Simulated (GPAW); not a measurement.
AlN:

```
Al N
1.0
     0.00000    2.18399    2.18399
     2.18399    0.00000    2.18399
     2.18399    2.18399    0.00000
Al N
1 1
Direct
  0.00000 0.00000 0.00000
  0.75000 0.75000 0.75000
```

Measurements of this composition are mostly on another form, of space group No. 186.

Base run:

```yaml
Program: GPAW 26.7.0
Functional: vdW-DF2
Potentials_or_basis: GPAW PAW data sets (gpaw-data 1.2.1)
Cutoff: 800 eV
Basis: pw
k_mesh: 10 × 10 × 10
Occupations: fermi-dirac, width 0.05 eV
Spin: no spin polarisation
```

Its results: band gap on the k mesh 3.91 eV, indirect (least direct gap 4.68 eV).

Task: The run is repeated on the same cell with these changes: functional from vdW-DF2 to vdW-DF. What comes out?

Result: Band gap on the k mesh 3.65 eV, indirect (least direct gap 4.51 eV).
